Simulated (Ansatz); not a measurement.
# Te: the cost of one run

Method: DFT PBE, scalar-relativistic, plane waves, PAW, in Ansatz 0.2.0.

## (1) Starting point

It takes space group P-6m2 (No. 187, hexagonal). Conventional cell: a = 3.832 Å, b = 3.832 Å, c = 6.041 Å, α = 90.00°, β = 90.00°, γ = 120.00°. Te (site symmetry 3m) is surrounded by 4 Te at 2.72 to 2.77 Å. Around Te (site symmetry -6m2) lie 6 Te at 2.77 Å.

As a file:

```
Te
1.0
     3.83230    0.00000    0.00000
    -1.91615    3.31887    0.00000
     0.00000    0.00000    6.04117
Te
3
Direct
  0.66667 0.33333 0.72496
  0.66667 0.33333 0.27504
  0.00000 0.00000 0.00000
```

A structure generator made this guess: 4-, 6-connected net of one element (P-6m2, No. 187). Its size is a rough estimate.

## (2) Probe: one point on a coarse mesh

input.yaml reads:

```yaml
crystal:
  lattice:
    - [3.83229786, 0.0, 0.0]
    - [-1.91614893, 3.3188673, 0.0]
    - [0.0, 0.0, 6.04116692]
  atoms:
    - { symbol: Te, position: [0.66666667, 0.33333333, 0.7249647] }
    - { symbol: Te, position: [0.66666667, 0.33333333, 0.2750353] }
    - { symbol: Te, position: [0.0, 0.0, 0.0] }
basis:
  ecutwfc: 420
kpoints:
  mp_grid: { grid: [6, 6, 4] }
hamiltonian:
  xc: pbe
scf:
  occupations: { method: gaussian, width: 0.1 }
  lower_state_search: "off"
output:
  forces: true
  stress: true
  eigenvalues: true
```

On the command line:

```bash
ansatz run input.yaml --threads 1 --pin off --max-ram 2560MiB --backend cpu --events-out ev --progress --plain --runs-dir out
```

What time and memory should one allow on 1 thread of Arm Neoverse V2, shared host?

About 3.3 s, with a peak of 0.29 GiB.
